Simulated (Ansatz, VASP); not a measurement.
# IrRu: VASP beside Ansatz, part 2 of 2

One calculation is typed for both programs; each brings its own data sets. How far apart do they land?  Valence electrons are named where the data sets of a main pair hold unlike numbers.

VASP 6.6.1 and Ansatz 0.2.0.

So far: Starting point; VASP: single point, PBEsol; Ansatz: single point, PBEsol; Differences.

## (5) Ansatz: single point, PBE

Level of this step: Ansatz beside VASP: Kohn-Sham DFT, plane waves, PBE (Ansatz).

With cell and atoms fixed, the geometry can't cause a difference; cores, projectors, grids and the points listed under the comparison can.

The input, input.yaml:

```yaml
crystal:
  lattice:
    - [2.724911084, 0.0, 0.0]
    - [-1.362455542, 2.3598422218, 0.0]
    - [0.0, 0.0, 25.8267441115]
  atoms:
    - { symbol: Ir, position: [0.0, 0.0, 0.29039665] }
    - { symbol: Ir, position: [0.0, 0.0, 0.45807933] }
    - { symbol: Ir, position: [0.0, 0.0, 0.62576201] }
    - { symbol: Ru, position: [0.66666667, 0.33333334, 0.37423799] }
    - { symbol: Ru, position: [0.66666667, 0.33333334, 0.54192067] }
    - { symbol: Ru, position: [0.66666667, 0.33333334, 0.70960335] }
hamiltonian:
  xc: pbe
  pseudopotentials: { kind: paw }
kpoints:
  mp_grid: { grid: [12, 12, 1] }
scf:
  occupations: { method: gaussian, width: 0.05 }
  n_extra_bands: 5
efield:
  axis: 3
  dipole_correction: true
  ramp_width: 0.04
output:
  forces: true
  eigenvalues: true
  write_density: true
  write_potential: true
  elf: true
  volumetric_format: npy
```

Run with:

```console
$ ansatz run input.yaml --threads 4 --pin off --max-ram 9216MiB --backend cpu --events-out ev --progress --plain --runs-dir out
```

Numbers of over 12 decimals in the logs are rounded to 6 here.

Output:

```text
[...]
Crystal: 6 atoms, lattice volume = 166.075 Å³
Basis set: ecut = 420 eV, 3285 PW (Γ), exchange–correlation on 40×40×360 points (8 copies of the dense FFT grid, shifted against one another)
Bands: 55, of which v1, the nominal top of the filled ones, is band 50 counted from 1 (49 counted from 0)
Symmetry: 6 space group operations
[...]
k-point 0: bands = [... 46 lower, 8.2005, 8.2005, 8.2728, 8.9015, 8.9015, 9.6040, 9.6040, 9.8719, ... 1 higher]
  k-point 1: bands = [... 46 lower, 7.9690, 8.1543, 8.1968, 8.7540, 8.8520, 9.1441, 9.3734, 9.5578, ... 1 higher]
  k-point 2: bands = [... 46 lower, 7.9033, 7.9763, 8.2984, 8.4788, 8.7695, 8.9063, 9.3546, 9.4953, ... 1 higher]
  k-point 18: bands = [... 46 lower, 9.3703, 9.9629, 10.1185, 10.2777, 10.2863, 10.4103, 10.4156, 10.5933, ... 1 higher]
[key lines of the parts left out:]
SCF converged after 10 iterations
Free energy (F): -53440.173049 eV
Fermi energy:    9.759934 eV
Dipole field:    D = 0.007739 V/Å  (p = 0.007103 e·Å, saw-weighted, corrected)
Work function:   Φ+ = 5.2205 eV   Φ− = 5.4204 eV
```

The job ended after 6.9 s (4 threads of Arm Neoverse V1, shared host; peak memory 0.56 GiB; 26 s of CPU time).

## (6) VASP: single point, PBE

The same cell, functional, mesh and smearing now go to VASP, with its own data sets.

The input, INCAR:

```
SYSTEM = IrRu
PREC = Normal
ENCUT = 350
EDIFF = 1E-06
NELM = 120
ISMEAR = 0
SIGMA = 0.05
LREAL = .FALSE.
ALGO = Normal
GGA = PE
NBANDS = 31
LORBIT = 11
LWAVE = .FALSE.
LCHARG = .FALSE.
KPAR = 4
IDIPOL = 3
LDIPOL = .TRUE.
DIPOL = 0.5 0.5 0.5
LVHAR = .TRUE.
LVACPOTAV = .TRUE.
```

The input, POSCAR:

```
IrRu
1.0
    2.7249110840      0.0000000000      0.0000000000
   -1.3624555420      2.3598422218      0.0000000000
    0.0000000000      0.0000000000     25.8267441115
Ir Ru
3 3
Direct
    0.0000000000      0.0000000000      0.2903966500
    0.0000000000      0.0000000000      0.4580793300
    0.0000000000      0.0000000000      0.6257620100
    0.6666666700      0.3333333400      0.3742379900
    0.6666666700      0.3333333400      0.5419206700
    0.6666666700      0.3333333400      0.7096033500
```

The input, KPOINTS:

```
Automatic mesh
0
Gamma
12 12 1
0 0 0
```

PAW data sets: Ir and Ru (PBE family, release 64).

Run with:

```console
$ mpirun -np 4 vasp_std
```

Output:

```text
[banner, memory and clock lines left out]
running    4 mpi-ranks, on    1 nodes
[...]
LDA part: xc-table for (Slater+PW92), standard interpolation
 POSCAR, INCAR and KPOINTS ok, starting setup
[...]
entering main loop
       N       E                     dE             d eps       ncg     rms          rms(c)
DAV:   1     0.334941973071E+03    0.33494E+03   -0.18135E+04  1186   0.106E+03
DAV:   2    -0.270401961802E+02   -0.36198E+03   -0.34115E+03  1311   0.345E+02
DAV:   3    -0.544702079671E+02   -0.27430E+02   -0.25559E+02  1641   0.838E+01
DAV:   4    -0.563835153514E+02   -0.19133E+01   -0.18403E+01  1541   0.207E+01
[...]
DAV:  34    -0.524889356784E+02   -0.25627E-05   -0.30288E-07   617   0.309E-03    0.338E-03
DAV:  35    -0.524889368715E+02   -0.11931E-05   -0.14240E-07   589   0.231E-03    0.260E-03
DAV:  36    -0.524889374294E+02   -0.55792E-06   -0.73532E-08   589   0.146E-03
 [... a notice as in an earlier step ...]

   1 F= -.52488937E+02 E0= -.52483522E+02  d E =-.108302E-01
```

Parts of OUTCAR (step 6):

```text
  Total       -2.9787635     -2.9787635     -0.5544629      0.0000000      0.0000000     -0.0000000
  in kB      -28.7370145    -28.7370145     -5.3490680      0.0000000      0.0000000     -0.0000000
  external PRESSURE =     -20.9410323 kB  Pullay stress =       0.0000000 kB

 POSITION                                       TOTAL-FORCE (eV/Angst)
 -----------------------------------------------------------------------------------
      0.00000      0.00000      7.50000         0.000000     -0.000000      0.449601
      0.00000      0.00000     11.83070         0.000000     -0.000000     -0.024793
      0.00000      0.00000     16.16140        -0.000000      0.000000      0.481839
      1.36246      0.78661      9.66535         0.000000     -0.000000     -0.611824
      1.36246      0.78661     13.99605         0.000000      0.000000     -0.013189
      1.36246      0.78661     18.32674        -0.000000     -0.000000     -0.281634
 -----------------------------------------------------------------------------------
    total drift:                               -0.000000     -0.000003      0.000125

  FREE ENERGIE OF THE ION-ELECTRON SYSTEM (eV)
  ---------------------------------------------------
  free  energy   TOTEN  =       -52.4889374294 eV

  energy  without entropy=      -52.4781072165  energy(sigma->0) =      -52.48352232

[... 1 part as in an earlier step ...]

[... 2 further parts left out ...]
[key lines of the parts left out:]
E-fermi :   3.1186
```

## (7) Differences

What differs besides the data sets and the points named for the pairs above, as far as they apply: the data sets hold 99 valence electrons in Ansatz (on its default PAW (the set named soft_2) files) and 51 in VASP. Total energies have different zeros and are not compared.

Both answers:

| quantity | Ansatz | VASP | difference |
| --- | --- | --- | --- |
| work function, lower of the two faces (eV) | 5.22 | 5.22 | 0.00 |
| work function, higher of the two faces (eV) | 5.42 | 5.42 | 0.00 |

Forces (eV/Å; atoms numbered as in POSCAR):

| atom | Ansatz x, y, z | VASP x, y, z |
| --- | --- | --- |
| Ir1 | 0.000, 0.000, 0.407 | 0.000, 0.000, 0.450 |
| Ir2 | 0.000, 0.000, -0.026 | 0.000, 0.000, -0.025 |
| Ir3 | 0.000, 0.000, 0.489 | 0.000, 0.000, 0.482 |
| Ru4 | 0.000, 0.000, -0.606 | 0.000, 0.000, -0.612 |
| Ru5 | 0.000, 0.000, -0.013 | 0.000, 0.000, -0.013 |
| Ru6 | 0.000, 0.000, -0.251 | 0.000, 0.000, -0.282 |

The forces differ by 13 meV/Å r.m.s., which is 5.7 % of the r.m.s. force of 0.222 eV/Å (both taken over all components). VASP's log warns that it found no field-free region in the vacuum, so its work functions are uncertain. With vacuum in the cell, a pressure given here is an average over mostly empty space and none of the material.

## (8) Further runs

Further runs change the set-up of one program: Ansatz's method, potentials or start, or VASP's data sets, cutoff or form of LDA. The table gives Ansatz less VASP for each quantity, since a change that brings one quantity closer may part another.

| run | r.m.s. force difference (meV/Å) | work function, lower of the two faces (eV) | work function, higher of the two faces (eV) |
| --- | --- | --- | --- |
| as above | 13 | 0.0041 | -4.0e-5 |
| Ansatz's larger PAW set (cutoff 840 eV) | 13 | 0.0075 | -0.0028 |
| norm-conserving potentials (cutoff 1143 eV) | 13 | 0.0079 | 5.2e-4 |

## (9) VASP: single point, RPBE

With cell and atoms fixed, the geometry can't cause a difference; cores, projectors, grids and the points listed under the comparison can.

INCAR, as its differences from that of step 6:

```diff
@@ -9,3 +9,3 @@
 ALGO = Normal
-GGA = PE
+GGA = RP
 NBANDS = 31
```

POSCAR is that of step 6.

KPOINTS is that of step 6.

Run with:

```console
$ mpirun -np 4 vasp_std
```

Output:

```text
[banner, memory and clock lines left out]
running    4 mpi-ranks, on    1 nodes
[...]
[... a notice as in an earlier step ...]

 LDA part: xc-table for (Slater+PW92), standard interpolation
 POSCAR, INCAR and KPOINTS ok, starting setup
[...]
entering main loop
       N       E                     dE             d eps       ncg     rms          rms(c)
DAV:   1     0.337857743669E+03    0.33786E+03   -0.18136E+04  1186   0.106E+03
DAV:   2    -0.230572548528E+02   -0.36091E+03   -0.33999E+03  1311   0.344E+02
DAV:   3    -0.504223504269E+02   -0.27365E+02   -0.25496E+02  1634   0.836E+01
DAV:   4    -0.523363629780E+02   -0.19140E+01   -0.18406E+01  1548   0.207E+01
[...]
DAV:  33    -0.487316837591E+02   -0.19292E-05   -0.47449E-07   673   0.646E-03    0.506E-03
DAV:  34    -0.487316847927E+02   -0.10335E-05   -0.18467E-07   589   0.239E-03    0.454E-03
DAV:  35    -0.487316853560E+02   -0.56336E-06   -0.22057E-07   589   0.280E-03
 [... a notice as in an earlier step ...]

   1 F= -.48731685E+02 E0= -.48726295E+02  d E =-.107804E-01
```

OUTCAR, selected parts (step 9):

```text
  Total       -0.7243169     -0.7243169      1.3175417      0.0000000      0.0000000      0.0000000
  in kB       -6.9876994     -6.9876994     12.7107149      0.0000000      0.0000000      0.0000000
  external PRESSURE =      -0.4215613 kB  Pullay stress =       0.0000000 kB

 POSITION                                       TOTAL-FORCE (eV/Angst)
 -----------------------------------------------------------------------------------
      0.00000      0.00000      7.50000         0.000000      0.000000      0.268664
      0.00000      0.00000     11.83070         0.000000     -0.000000     -0.019850
      0.00000      0.00000     16.16140        -0.000000     -0.000000      0.479477
      1.36246      0.78661      9.66535         0.000000     -0.000000     -0.605173
      1.36246      0.78661     13.99605        -0.000000     -0.000000     -0.017691
      1.36246      0.78661     18.32674         0.000000      0.000000     -0.105427
 -----------------------------------------------------------------------------------
    total drift:                               -0.000000     -0.000003      0.000585

  FREE ENERGIE OF THE ION-ELECTRON SYSTEM (eV)
  ---------------------------------------------------
  free  energy   TOTEN  =       -48.7316853560 eV

  energy  without entropy=      -48.7209049494  energy(sigma->0) =      -48.72629515

[... 2 parts as in an earlier step ...]

[... 1 further part left out ...]
[key lines of the parts left out:]
E-fermi :   3.2352
```

## (10) Ansatz: single point, RPBE

The same cell, functional, mesh and smearing now go to Ansatz, which takes its cutoff from its data sets.

input.yaml, as its differences from that of step 5:

```diff
@@ -13,3 +13,3 @@
 hamiltonian:
-  xc: pbe
+  xc: rpbe
   pseudopotentials: { kind: paw }
@@ -27,5 +27 @@
   eigenvalues: true
-  write_density: true
-  write_potential: true
-  elf: true
-  volumetric_format: npy
```

Run with:

```console
$ ansatz run input.yaml --threads 4 --pin off --max-ram 9216MiB --backend cpu --events-out ev --progress --plain --runs-dir out
```

Output:

```text
[...]
Crystal: 6 atoms, lattice volume = 166.075 Å³
Basis set: ecut = 420 eV, 3285 PW (Γ), exchange–correlation on 40×40×360 points (8 copies of the dense FFT grid, shifted against one another)
Bands: 55, of which v1, the nominal top of the filled ones, is band 50 counted from 1 (49 counted from 0)
Symmetry: 6 space group operations
[...]
k-point 0: bands = [... 46 lower, 8.3197, 8.3197, 8.4048, 9.0189, 9.0189, 9.7192, 9.7192, 10.0089, ... 1 higher]
  k-point 1: bands = [... 46 lower, 8.0908, 8.2776, 8.3165, 8.8732, 8.9696, 9.2677, 9.4999, 9.6730, ... 1 higher]
  k-point 2: bands = [... 46 lower, 8.0244, 8.0961, 8.4198, 8.5984, 8.8931, 9.0244, 9.4790, 9.6108, ... 1 higher]
  k-point 18: bands = [... 46 lower, 9.4864, 10.0800, 10.2368, 10.3957, 10.4014, 10.5263, 10.5330, 10.7081, ... 1 higher]
[key lines of the parts left out:]
SCF converged after 10 iterations
Free energy (F): -53502.541779 eV
Fermi energy:    9.877977 eV
Dipole field:    D = 0.008185 V/Å  (p = 0.007512 e·Å, saw-weighted, corrected)
Work function:   Φ+ = 5.0547 eV   Φ− = 5.2661 eV
```

It took 6.2 s on 4 threads; peak memory 0.55 GiB; 24 s of CPU time.

## (11) Differences

What differs besides the data sets and the points named for the pairs above, as far as they apply: the data sets hold 99 valence electrons in Ansatz (on its default PAW (the set named soft_2) files) and 51 in VASP. Total energies have different zeros and are not compared.

Compared:

| quantity | Ansatz | VASP | difference |
| --- | --- | --- | --- |
| work function, lower of the two faces (eV) | 5.05 | 5.05 | +0.01 |
| work function, higher of the two faces (eV) | 5.27 | 5.27 | 0.00 |

Forces (eV/Å; atoms numbered as in POSCAR):

| atom | Ansatz x, y, z | VASP x, y, z |
| --- | --- | --- |
| Ir1 | 0.000, 0.000, 0.222 | 0.000, 0.000, 0.269 |
| Ir2 | 0.000, 0.000, -0.021 | 0.000, 0.000, -0.020 |
| Ir3 | 0.000, 0.000, 0.488 | 0.000, 0.000, 0.479 |
| Ru4 | 0.000, 0.000, -0.601 | 0.000, 0.000, -0.605 |
| Ru5 | 0.000, 0.000, -0.017 | 0.000, 0.000, -0.018 |
| Ru6 | 0.000, 0.000, -0.071 | 0.000, 0.000, -0.105 |

The forces differ by 14 meV/Å r.m.s., which is 7.2 % of the r.m.s. force of 0.194 eV/Å (both taken over all components). VASP's log warns that it found no field-free region in the vacuum, so its work functions are uncertain. With vacuum in the cell, a pressure given here is an average over mostly empty space and none of the material.

## (12) Other set-ups

Further runs change the set-up of one program: Ansatz's method, potentials or start, or VASP's data sets, cutoff or form of LDA. The table gives Ansatz less VASP for each quantity, since a change that brings one quantity closer may part another.

| run | r.m.s. force difference (meV/Å) | work function, lower of the two faces (eV) | work function, higher of the two faces (eV) |
| --- | --- | --- | --- |
| as above | 14 | 0.0059 | 3.1e-4 |
| cores kept as stored | 14 | 0.0060 | 4.4e-4 |
| Ansatz's larger PAW set (cutoff 840 eV) | 14 | 0.010 | -0.0032 |
| norm-conserving potentials (cutoff 1143 eV) | 12 | 0.011 | 6.8e-4 |

## (13) Summary of results

| Property | Result |
| --- | --- |
| r.m.s. force difference (single point, PBEsol) | 3.0 % of the r.m.s. force |
| r.m.s. force difference (single point, PBE) | 5.7 % of the r.m.s. force |
| r.m.s. force difference (single point, RPBE) | 14 meV/Å |

**Reading.** The r.m.s. force difference is 5.7 % of the r.m.s. force (single point, PBE), beyond the 3 % picked in this series as the mark of a large difference. The data sets hold unlike numbers of valence electrons (99 in Ansatz and 51 in VASP), so part of the differences comes from the potentials. Single point, PBE, Ansatz's larger PAW set (cutoff 840 eV): the difference in work function, lower of the two faces goes from 0.0041 to 0.0075 eV; the difference in work function, higher of the two faces goes from -4.0e-5 to -0.0028 eV. Single point, PBE, norm-conserving potentials (cutoff 1143 eV): the difference in work function, lower of the two faces goes from 0.0041 to 0.0079 eV; the difference in work function, higher of the two faces goes from -4.0e-5 to 5.2e-4 eV. Single point, RPBE, cores kept as stored: the difference in work function, higher of the two faces goes from 3.1e-4 to 4.4e-4 eV. Single point, RPBE, Ansatz's larger PAW set (cutoff 840 eV): the difference in work function, lower of the two faces goes from 0.0059 to 0.010 eV; the difference in work function, higher of the two faces goes from 3.1e-4 to -0.0032 eV. Single point, RPBE, norm-conserving potentials (cutoff 1143 eV): the difference in work function, lower of the two faces goes from 0.0059 to 0.011 eV; the difference in work function, higher of the two faces goes from 3.1e-4 to 6.8e-4 eV. 1 further run of this series is not shown here. Such differences can come from data sets, numerical settings and the points named under the comparisons, not from the functional's error against experiment.

[Lines on the potential files, build, host, timing and source positions are cut from VASP's logs without a mark.]

[Logs are printed without paths, hosts, clocks, repeated set-up lines and the standing remarks that a program may print on its own settings, such as how far it seeks lower states.]

[Hosts, paths, dates, database ids (printed as entryN), source tags and the programs' standing remarks are cut or masked in the printed files.]
